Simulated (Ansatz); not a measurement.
**In₂O₃: field gradients at two levels of theory**

Cell: a COD entry, ions relaxed with PBE at fixed cell.

Space group R-3c:H (No. 167); a = 5.4870, c = 14.5100 Å, γ = 120.00°.

```csv
site,Wyckoff,site symmetry,x,y,z
In,12c,3.,0.0000,0.0000,0.8579
O,18e,.2,0.9626,0.3333,0.0833
```

One atom of each set is listed; the run and its k-mesh use a cell of 10 atoms with edges of 5.78, 5.78, 5.78 Å.

First run. Method: Kohn–Sham DFT in Ansatz, PBE, plane waves and PAW, scalar-relativistic, 420 eV cutoff, Γ-centred 7×7×7 k-points, Fermi–Dirac smearing 0.02 eV.

| site | V_zz (10²¹ V/m²) | η |
| --- | --- | --- |
| In | 4.81 | 0.00 |
| O | -4.41 | 0.56 |

Second run. The same atoms and settings, except that spin–orbit coupling is included (fully relativistic PAW files).

Task: Given the first result, estimate the second.

Result: 

| site | V_zz | η | change of V_zz |
| --- | --- | --- | --- |
| In | 4.79 | 0.00 | -0.02 |
| O | -4.42 | 0.56 | -0.01 |

No V_zz moves by more than 0.03. In per cent, |V_zz| changes by -1 on In, 0 on O (all sites that start above 0.5).

At this cell the PBE pressure is 8 GPa, so with PBE the cell would grow if it were relaxed.
